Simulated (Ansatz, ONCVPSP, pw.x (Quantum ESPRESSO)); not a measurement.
**What a changed setting does to a pw.x run (sc W)**

Potential: optimised norm-conserving Vanderbilt (ONCV), ONCVPSP 4.0.1.1 (patched build), PBE; core [Kr] 4d10 4f14, reference 5s2 5p6 5d4 6s2; waves: 5s+6s: rc 1.45 bohr, ncon 4, nbas 9, qcut 7.6 1/bohr, 2 projectors; 5p: rc 1.90 bohr, ncon 4, nbas 8, qcut 6.9 1/bohr, 2 projectors, debl 3 Ha; 5d: rc 2.50 bohr, ncon 4, nbas 8, qcut 7.4 1/bohr, 2 projectors, debl 3.9 Ha; local part: polynomial inside 1.30 bohr (lpopt 3, dvloc0 3 Ha); core correction: none.

The reference run (k-mesh 12³, cutoffs 65/260 Ry, Fermi–Dirac 0.01 Ry, mixing_beta 0.4, conv_thr 1e-9, no spin) gives -4.11 GPa at 18.539 Å³/atom, where all-electron LAPW gives -2.09 GPa. This run, with its own iteration cap, changes smearing to mv.

```
&control
  calculation='scf', prefix='x', pseudo_dir='./', outdir='./tmp', tstress=.true., disk_io='none'
/
&system
  ibrav=0, nat=1, ntyp=1, ecutwfc=65, ecutrho=260, nbnd=15,
  occupations='smearing', smearing='mv', degauss=0.01
/
&electrons
  conv_thr=1e-09, mixing_beta=0.4, electron_maxstep=50
/
ATOMIC_SPECIES
W 1.0 W.UPF
CELL_PARAMETERS angstrom
  2.64664343 0.00000000 0.00000000
  0.00000000 2.64664343 0.00000000
  0.00000000 0.00000000 2.64664343
ATOMIC_POSITIONS crystal
W 0.0000 0.0000 0.0000
K_POINTS automatic
12 12 12 0 0 0
```

```bash
pw.x < W.scf.in > W.scf.out
```

Problem. How does the run end?

Solution. It converges in 8 iterations; the free energy moves by +18.1 meV/atom and the pressure by -0.19 GPa. This scheme is built to cancel the term in the square of the width that Fermi–Dirac smearing leaves in the F of a metal.

```
Message from routine setup:
     using ibrav=0 with symmetry is DISCOURAGED, use correct ibrav instead
     lattice parameter (alat)  =       5.0014  a.u.
     unit-cell volume          =     125.1074 (a.u.)^3
     number of electrons       =        14.00
     number of Kohn-Sham states=           15
     kinetic-energy cutoff     =      65.0000  Ry
     charge density cutoff     =     260.0000  Ry
     scf convergence threshold =      1.0E-09
     Exchange-correlation= PBE
     number of k points=    84  Marzari-Vanderbilt smearing, width (Ry)=  0.0100
     iteration #  1     ecut=    65.00 Ry     beta= 0.40
     total energy              =    -136.96354529 Ry
     estimated scf accuracy    <       0.02257000 Ry
     iteration #  2     ecut=    65.00 Ry     beta= 0.40
     total energy              =    -136.96413440 Ry
     estimated scf accuracy    <       0.00481476 Ry
     iteration #  3     ecut=    65.00 Ry     beta= 0.40
     total energy              =    -136.96442595 Ry
     estimated scf accuracy    <       0.00046676 Ry
     [... 2 iterations left out ...]
     iteration #  6     ecut=    65.00 Ry     beta= 0.40
     total energy              =    -136.96444251 Ry
     estimated scf accuracy    <       0.00000004 Ry
     iteration #  7     ecut=    65.00 Ry     beta= 0.40
     total energy              =    -136.96444251 Ry
     estimated scf accuracy    <          8.3E-09 Ry
     iteration #  8     ecut=    65.00 Ry     beta= 0.40
     the Fermi energy is    18.6688 ev
!    total energy              =    -136.96444251 Ry
     estimated scf accuracy    <          6.1E-12 Ry
     smearing contrib. (-TS)   =      -0.00029230 Ry
     The total energy is F=E-TS. E is the sum of the following terms:
     one-electron contribution =     -31.04081595 Ry
     hartree contribution      =      20.55328317 Ry
     xc contribution           =     -15.28638404 Ry
     ewald contribution        =    -111.19023339 Ry
     convergence has been achieved in   8 iterations
          total   stress  (Ry/bohr**3)                   (kbar)     P=      -42.99
     Message from routine punch:
     Nothing written, as per user request (disk_io='none')
```

The run took about 19 s on one core of a shared host (Neoverse-N1, 64 threads, 124 GiB, load 47).
